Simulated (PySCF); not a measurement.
Runs of PySCF 2.14.0 on PbS (Galena). Symmetry: Fm-3m, No. 225, cubic system. The conventional cell has a = 5.931 Å, b = 5.931 Å, c = 5.931 Å, α = 90.00°, β = 90.00°, γ = 90.00°. Pb (site symmetry m-3m) is surrounded by 6 S at 2.97 Å. S (site symmetry m-3m) is surrounded by 6 Pb at 2.97 Å. 

```csv
task,level,k mesh,gaussian width of the DOS,conv_tol,max_cycle,band path,mesh quality,gap on the mesh (eV),V0 of scaled cells (Å³/atom),B0 (GPa)
density of states,PBEsol,8 × 8 × 8,0.15 eV,1e-07 Ha,60,-,not flagged,0.23,-,-
band structure,r2SCAN,4 × 4 × 4,-,1e-07 Ha,60,"GXWKGLUWLK,UX",coarse,(a),-,-
equation of state,PBEsol,6 × 6 × 6,-,-,-,-,not flagged,-,(b),57
equation of state,LDA,5 × 5 × 5,-,-,-,-,coarse,-,26.26,58
```

Alike in all rows: potentials or basis DZVP-MOLOPT-SR/GTH-PBE (potentials made for PBE); no spin polarisation; cell as given; smearing fermi-dirac 0.05 eV.

Fill in the values left out.

(a) 0.53; (b) 26.42.

Caveats: some runs use coarse meshes; the potentials were made for another functional, which shifts forces and pressure; the basis of atomic orbitals isn't converged, which shifts pressures, moduli and gaps; spin-orbit coupling is left out, which as a rule narrows the gap of such compounds by several tenths of an eV (some runs); meta-GGAs need a finer uniform grid than this (some runs).

A k mesh can miss the band edges, and the runs leave out spin-orbit coupling on Pb.

Runs at the PBE level aren't shown here.
